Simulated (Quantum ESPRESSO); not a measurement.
Runs of Quantum ESPRESSO 7.5 on Mn3Si. Symmetry: Fm-3m, No. 225, cubic system. Conventional cell: a = 5.722 Å, b = 5.722 Å, c = 5.722 Å, α = 90.00°, β = 90.00°, γ = 90.00°. Mn (site symmetry -43m) has 4 Mn at 2.48 Å and 4 Si at 2.48 Å as nearest neighbours. Mn (site symmetry m-3m) has 8 Mn at 2.48 Å as nearest neighbours. Si (site symmetry m-3m) is surrounded by 8 Mn at 2.48 Å. 

```csv
level,U,gap on the mesh (eV),pressure (GPa),moment (μB)
PBEsol+U,Mn d U = 5 eV,none,41.7,11.02
PBEsol+U,Mn d U = 8 eV,none,65.2,12.29
PBEsol+U,Mn d U = 4 eV,none,36.9,10.82
PBEsol+U,Mn d U = 1 eV,none,-0.6,6.89
PBEsol,-,none,(b),1.01
PBEsol+U,Mn d U = 2 eV,none,(c),(a)
PBEsol+U,Mn d U = 6 eV,none,49.8,11.50
PBEsol+U,Mn d U = 3 eV,none,26.6,10.03
```

Alike in all rows: task projected density of states; potentials or basis GBRV 1.5 PBEsol; spin collinear, ferromagnetic start; cell as given; k mesh 7 × 7 × 7; cutoff (eV) 612; smearing fermi-dirac 0.05 eV.

Task: Fill in the values left out.

Result: (a) 8.97; (b) -15.8; (c) 14.5.

Caveats: the U is typed as a test and isn't derived for this compound (some runs); a pressure of tens of GPa on the cell as given is suspect, and the run, the potentials or the cell itself is likely at fault (some runs).

A gap of «none» marks a metal or a gap under the smearing width.
